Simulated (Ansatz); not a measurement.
# LiH under changes of volume

One of the cells (8.449 Å³/atom); the others are scaled copies at fixed shape and fractional positions:

```xyz
2
Lattice="0.0000 2.0368 2.0368 2.0368 0.0000 2.0368 2.0368 2.0368 0.0000" Properties=species:S:1:pos:R:3 pbc="T T T"
Li    0.0000    0.0000    0.0000
H     2.0368    2.0368    2.0368
```

* Program: Ansatz 0.2.0
* Functional: exchange-only PBE
* Potentials or basis: Ansatz PAW earlier set
* Cutoff: 800 eV (not typed: the program's choice for these potentials)
* k mesh: 11 × 11 × 11
* Occupations: fixed
* Spin: no spin polarisation

| volume (Å³/atom) | energy over the lowest point (meV/atom) | pressure (GPa) | gap on the mesh (eV) |
| --- | --- | --- | --- |
| 7.942 | 18.82 | 5.4 | 3.69 |
| 8.111 | 13.61 | 4.5 | 3.70 |
| 8.280 | ? | ? | ? |
| 8.449 | 5.88 | 2.9 | 3.71 |
| 8.618 | 3.22 | 2.2 | 3.71 |
| 8.787 | 1.28 | 1.5 | 3.72 |
| 8.956 | 0.00 | 0.9 | 3.72 |

Problem. What does the run at 8.280 Å³/atom give?

Solution. Energy over the lowest point 9.32 meV/atom; pressure 3.7 GPa; gap on the mesh 3.70 eV.

Worked out: A Birch-Murnaghan fit of order 3 (a polynomial in V^(-2/3)) to the other rows has no minimum within the range. It gives 9.32 meV/atom at 8.280 Å³/atom, against the run's 9.32, and -dE/dV = 3.7 GPa, against 3.7. A straight line through the other rows of the gap, of slope 0.245 eV per unit of ln V (its deformation potential), gives 3.70 eV, against the run's 3.70.

Energies are extrapolated to zero smearing.

Caveats: the potentials were made for another functional, which shifts forces and pressure; odd divisions of the mesh miss points on the zone boundary, where band edges often lie, so the gap on the mesh can be too wide.

A mesh can miss the band edges.
